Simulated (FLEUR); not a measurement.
Runs of FLEUR MaX-R8.1 (later development tree) on Sb. Symmetry: Fm-3m, No. 225, cubic system. Conventional cell: a = 4.742 Å, b = 4.742 Å, c = 4.742 Å, α = 90.00°, β = 90.00°, γ = 90.00°. Sb (site symmetry m-3m) is surrounded by 12 Sb at 3.35 Å. This isn't the form of Sb at room conditions, which is rhombohedral.

```tsv
task	level	gmax	lmax	lnonsphr	max iterations	mixing factor	kmax	gap on the mesh (eV)	V0 of scaled cells (Å³/atom)	B0 (GPa)
single point	PBE	12.7 1/bohr	Sb 10	Sb 10	60	0.05	4.1 1/bohr	none	-	-
equation of state	SCAN	12.7 1/bohr	Sb 10	Sb 10	-	-	4.1 1/bohr	-	26.64	(a)
single point	PBE	17.5 1/bohr	Sb 9	Sb 7	60	0.05	3.5 1/bohr	none	-	-
single point	PBE	20 1/bohr	Sb 7	Sb 5	60	0.05	4 1/bohr	none	-	-
single point	PBE	25 1/bohr	Sb 13	Sb 8	60	0.05	5 1/bohr	none	-	-
single point	PBE	22.5 1/bohr	Sb 10	Sb 8	60	0.05	4.5 1/bohr	none	-	-
equation of state	r2SCAN	12.7 1/bohr	Sb 10	Sb 10	-	-	4.1 1/bohr	-	27.16	57
```

Alike in all rows: potentials or basis all-electron, FLAPW; no spin polarisation; cell as given; k mesh 10 × 10 × 10; smearing fermi-dirac 0.05 eV.

Problem. Fill in the values left out.

Solution. (a) 63.

Caveats: the meta-GGA is that of a development version, with a GGA for the radial functions and cores and without core tails (some runs).

A k mesh can miss the band edges, and the runs leave out spin-orbit coupling on Sb.

A gap of «none» marks a metal or a gap under the smearing width.
